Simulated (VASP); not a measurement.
Tl:

```
Tl
1.0
    -1.95600    1.95600    1.95600
     1.95600   -1.95600    1.95600
     1.95600    1.95600   -1.95600
Tl
1
Cartesian
  0.0000 0.0000 0.0000
```

This isn't the form of Tl at room conditions, which is hcp.

* Program: VASP 6.6.1
* Task: single point
* Functional: PBE
* Potentials or basis: VASP PAW PBE potentials, release 64 (Tl_d)
* Cutoff: 520 eV
* k mesh: 10 × 10 × 10
* Occupations: fermi-dirac, width 0.05 eV
* Spin: no spin polarisation

On this cell: pressure 1.3 GPa; band gap on the k mesh none (metal or under the smearing width).

The same run follows on a disturbed copy (cell strained at random at fixed volume):

```
Tl
1.0
    -1.90590    1.93071    1.95199
     1.91556   -1.92009    1.95103
     1.98715    2.00134   -1.94138
Tl
1
Direct
  0.98625 0.00462 0.00435
```

Task: What does the disturbed cell give?

Result: The energy (extrapolated to zero smearing) moves by +4.1 meV/atom; pressure 1.3 GPa; band gap on the k mesh none (metal or under the smearing width).

Stress tensor (GPa, compression positive):
```
 1.33 -1.04 -0.10
-1.04  1.19 -0.13
-0.10 -0.13  1.53
```
